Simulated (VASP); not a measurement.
Wanted: the native input for a VASP 6.6.1 run.

```
Task                   : single point
Functional             : PBEsol
Potentials or basis    : VASP PAW PBE potentials, release 64 (Ge_d)
Cutoff                 : 520 eV
k mesh                 : 2 × 2 × 2
Occupations            : fermi-dirac, width 0.24 eV
Spin                   : no spin polarisation
Dipole correction      : no
Further INCAR settings : LREAL = Auto; ALGO = Fast; EDIFF = 1e-06; NBANDS = 126
```

The structure of Ge lies in POSCAR:

```
Ge
1.0
    0.0000000000      5.7528030000      5.7528030000
    5.7528030000      0.0000000000      5.7528030000
    5.7528030000      5.7528030000      0.0000000000
Ge
16
Direct
    0.0950058606     -0.1997895635      0.3117349925
    0.2363543476      0.0807953966      0.2798461898
   -0.1227488583      0.0456733874      0.5417446069
    0.2760132756     -0.1358728954      0.8973799381
   -0.0775882644      0.4437923565      0.0685318096
   -0.0682710672      0.6224183237      0.2096456284
    0.1642069092      0.3414248671      0.4963754191
    0.1233485659      0.7727537341      0.7171982076
    0.5755281382      0.0363474988     -0.0854887609
    0.7675215021     -0.0007126961      0.1107112481
    0.4648516558      0.0186517772      0.4285910712
    0.6817546160     -0.2018494289      0.6890206392
    0.4191174285      0.5041890014      0.0705742922
    0.5403365977      0.6477624907      0.1933926818
    0.3250328579      0.4700751964      0.6188200778
    0.6864653631      0.4796096790      0.5663500036
```

The cell was built by a generator and needn't be a form met in nature.

The input as run:

INCAR

```
PREC = Accurate ; ENCUT = 520
EDIFF = 1E-6 ; ISMEAR = -1
SIGMA = 0.24 ; LREAL = Auto
LASPH = T ; NELM = 80
ALGO = Fast ; ISIF = 2
LWAVE = F ; LCHARG = T
GGA = PS ; LELF = T
LVHAR = T ; NBANDS = 126
```

KPOINTS

```
regular mesh
0
Gamma
  2 2 2
```

Potentials or basis: VASP PAW PBE potentials, release 64 (Ge_d).

Command:

```bash
$ cat potpaw_PBE.64/Ge_d/POTCAR > POTCAR
$ mpirun -np 1 vasp_std > vasp.out
```

Results of the run:

```
Pressure               : -3.1 GPa
Largest force          : 1.888 eV/Å
Band gap on the k mesh : none (metal or under the smearing width)
```

Caveat: the k mesh is coarse (spacing up to 0.47 Å⁻¹), so the values aren't converged; the PAW data sets were made with another functional, which shifts forces and pressure a little.

Run time: 11 min on 1 thread of AMD EPYC 9R14 (Zen 4), on a shared host, peak memory 0.65 GiB.
